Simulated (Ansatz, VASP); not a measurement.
## TePb: VASP beside Ansatz

The input INCAR:

```
SYSTEM = TePb
PREC     = Accurate       ! precision mode
ENCUT    = 520            ! plane-wave cutoff, eV
EDIFF    = 1E-6           ! SCF threshold, eV
ISMEAR   = 0              ! smearing method
SIGMA    = 0.05           ! smearing width, eV
LREAL    = .False.        ! projectors in reciprocal space
LASPH    = .True.         ! aspherical terms in the spheres
NELM     = 60             ! most SCF steps
ALGO     = Fast           ! electronic algorithm
ISIF     = 2              ! what is computed and relaxed
LWAVE    = .False.        ! write WAVECAR
LCHARG   = .False.        ! write CHGCAR
GGA      = PS             ! functional
NBANDS   = 17             ! bands
```

KPOINTS

```
Automatic mesh
0
Gamma
  8 8 8
  0 0 0
```

File POSCAR:

```
TePb
1.0
    0.0000000000      3.2270000000      3.2270000000
    3.2270000000      0.0000000000      3.2270000000
    3.2270000000      3.2270000000      0.0000000000
Te Pb
1 1
Direct
    0.5000000000      0.5000000000      0.5000000000
    0.0464828014     -0.1394484041     -0.0464828014
```

Input for Ansatz:

```yaml
crystal:
  lattice:
    - [0.0, 3.227, 3.227]
    - [3.227, 0.0, 3.227]
    - [3.227, 3.227, 0.0]
  atoms:
    - { symbol: Te, position: [0.5, 0.5, 0.5] }
    - { symbol: Pb, position: [0.0464828014, -0.1394484041, -0.0464828014] }
basis:
  ecutwfc: 420
kpoints:
  mp_grid: { grid: [8, 8, 8] }
hamiltonian:
  xc: pbesol
scf:
  occupations: { method: gaussian, width: 0.05 }
output:
  forces: true
  stress: true
  eigenvalues: true
```

Alike in both runs: task single point; functional PBEsol; k mesh 8 × 8 × 8; occupations gaussian, width 0.05 eV; no spin polarisation.

|  | VASP | Ansatz |
| --- | --- | --- |
| version | VASP 6.6.1 | Ansatz 0.2.0 |
| potentials or method | VASP PAW PBE potentials, release 64 (Te, Pb_d) | scalar-relativistic, plane waves, PAW |
| plane-wave cutoff (eV) | 520 | 420 |
| valence electrons in the cell | 20 | 30 |

Ansatz gave:

```
gap on the k mesh at the Fermi level (eV)       : 0.93
least direct gap on the mesh (eV)               : 1.09
pressure (GPa)                                  : 5.9
largest component of the traceless stress (GPa) : 9.55
rms of the force components (eV/Å)              : 1.591
```

Task: Which values does VASP return?

Result: gap on the k mesh at the Fermi level (eV): 0.93; least direct gap on the mesh (eV): 1.10; pressure (GPa): 6.0; largest component of the traceless stress (GPa): 9.62; rms of the force components (eV/Å): 1.602.

Atom by atom the forces differ by 0.011 eV/Å (rms over components). The two sets of potentials don't hold the same shells in valence.

Caveats: the PAW data sets were made with another functional, which shifts forces and pressure a little (VASP); spin-orbit coupling is left out, which as a rule narrows the gap of such compounds by several tenths of an eV. A k mesh can miss the band edges.
